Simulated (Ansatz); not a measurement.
The system is AlNi.

```
Ni Al
1.0
     2.88100    0.00000    0.00000
     0.00000    2.88100    0.00000
     0.00000    0.00000    2.88100
Ni Al
1 1
Direct
  0.50000 0.50000 0.50000
  0.00000 0.00000 0.00000
```

| Item | Value |
| --- | --- |
| Program | Ansatz 0.2.0 |
| Task | relaxation of cell and atoms |
| Functional | RPBE |
| Dispersion | D4 |
| Potentials or basis | Ansatz PAW |
| Cutoff | 420 eV (not typed: the program's choice for these potentials) |
| k mesh | 9 × 9 × 9 |
| Occupations | fermi-dirac, width 0.05 eV |
| Spin | collinear spin, ferromagnetic start |
| Starting moments | [1.0, 0.0] μB |

At the start: volume 11.96 Å³/atom.

Problem. How do energy, volume and symmetry change on relaxing?

Solution. It ends after 5 steps and the volume is 11.59 Å³/atom (-3.0 %); space group Pm-3m (No. 221, to 0.05 Å); moment 0.00 μB per cell.

Step by step:
```csv
step,energy change (eV),largest force (eV/Å),volume (Å³)
1,0.0000,0.0000,23.91
2,-0.0098,0.0000,23.48
3,-0.0119,0.0000,23.17
4,-0.0119,0.0000,23.19
5,-0.0116,0.0000,23.19
```

Final structure:
```xyz
2
Lattice="2.8516 0.0000 0.0000 0.0000 2.8516 0.0000 0.0000 0.0000 2.8516" Properties=species:S:1:pos:R:3 pbc="T T T"
Ni    1.4258    1.4258    1.4258
Al    0.0000    0.0000    0.0000
```

Caveat: the plane-wave basis is chosen anew once the cell has moved, so the energies of steps on either side of that aren't comparable; the PAW data sets come from PBE, with cores solved anew for the run's functional, which leaves a small shift of forces and pressure; the starting moments weren't kept.
